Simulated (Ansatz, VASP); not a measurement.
## One calculation of AlN, two programs

INCAR

```
SYSTEM = AlN
PREC = Accurate ; ENCUT = 520
EDIFF = 1E-7 ; ISMEAR = 0
SIGMA = 0.05 ; LREAL = .FALSE.
LASPH = .TRUE. ; NELM = 100
ALGO = Normal ; ISIF = 2
LWAVE = .FALSE. ; LCHARG = .FALSE.
GGA = PE ; NBANDS = 16
```

File KPOINTS:

```
Automatic mesh
0
G
  9 9 6
  0 0 0
```

Contents of POSCAR:

```
AlN
1.0
    3.3963000000      0.0000000000      0.0000000000
   -1.6981500000      2.9412820789      0.0000000000
    0.0000000000      0.0000000000      3.9363000000
Al N
2 2
Direct
    0.3333333333      0.6666666667      0.7500000000
    0.6666666667      0.3333333333      0.2500000000
    0.3333333333      0.6666666667      0.2500000000
    0.6666666667      0.3333333333      0.7500000000
```

Input for Ansatz:

```yaml
crystal:
  lattice:
    - [3.3963, 0.0, 0.0]
    - [-1.69815, 2.9412820789, 0.0]
    - [0.0, 0.0, 3.9363]
  atoms:
    - { symbol: Al, position: [0.3333333333, 0.6666666667, 0.75] }
    - { symbol: Al, position: [0.6666666667, 0.3333333333, 0.25] }
    - { symbol: "N", position: [0.3333333333, 0.6666666667, 0.25] }
    - { symbol: "N", position: [0.6666666667, 0.3333333333, 0.75] }
basis:
  ecutwfc: 520.0
kpoints:
  mp_grid: { grid: [9, 9, 6] }
hamiltonian:
  xc: pbe
  pseudopotentials: { kind: paw, azcp: { folder: soft_1 } }
scf:
  occupations: { method: gaussian, width: 0.05 }
output:
  forces: true
  stress: true
  eigenvalues: true
```

Alike in both runs: task single point; functional PBE; k mesh 9 × 9 × 6; occupations gaussian, width 0.05 eV; no spin polarisation.

|  | VASP | Ansatz |
| --- | --- | --- |
| version | VASP 6.6.1 | Ansatz 0.2.0 |
| potentials or method | VASP PAW PBE potentials, release 64 (Al, N) | scalar-relativistic, plane waves, PAW |
| plane-wave cutoff (eV) | 520 | 520 |
| valence electrons in the cell | 16 | 16 |

|  | VASP | Ansatz | Ansatz less VASP |
| --- | --- | --- | --- |
| gap on the k mesh at the Fermi level (eV) | 3.61 | 3.60 | -0.009 |
| least direct gap on the mesh (eV) | 3.61 | 3.60 | -0.009 |
| pressure (GPa) | 2.9 | 3.0 | +0.14 |
| largest component of the traceless stress (GPa) | 12.41 | 12.26 | -0.154 |

With one functional, cell and mesh, what is left measures potentials, basis and numerics.

A hybrid or GW would open this gap; PBE tends to underestimate it.
